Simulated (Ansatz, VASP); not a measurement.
## BN in VASP and in Ansatz

```xyz
2
Lattice="0.0000 1.8430 1.8430 1.8430 0.0000 1.8430 1.8430 1.8430 0.0000" Properties=species:S:1:pos:R:3 pbc="T T T"
B     0.0000    0.0000    0.0000
N     2.7644    2.7644    2.7644
```

Change from the starting cell: volume scaled by 1.06, PAW files.

Alike in both runs: task electric field gradients; functional PBE; k mesh 13 × 13 × 13; occupations fermi-dirac, width 0.03 eV; no spin polarisation.

```csv
,VASP,Ansatz
version,VASP 6.6.1,Ansatz 0.2.0
potentials or method,"VASP PAW PBE potentials, release 64 (B, N)","PAW with Ansatz's default frozen-core files, scalar-relativistic"
plane-wave cutoff (eV),520,420
valence electrons in the cell,8,8
```

Ansatz gave:

```
gap on the k mesh at the Fermi level (eV)                      : 4.47
pressure (GPa)                                                 : -17.0
Vzz of the field gradient on the site that differs most (V/Å²) : 0.0
```

Task: What did VASP give for the same quantities?

Result: gap on the k mesh at the Fermi level (eV): 4.46; pressure (GPa): -16.9; Vzz of the field gradient on the site that differs most (V/Å²): 0.0.

Caveats: so large a pressure means that the cell lies far from this level's equilibrium, or that cutoff or potentials fall short (VASP); an odd mesh through Γ misses points on the zone boundary, where band edges often lie.
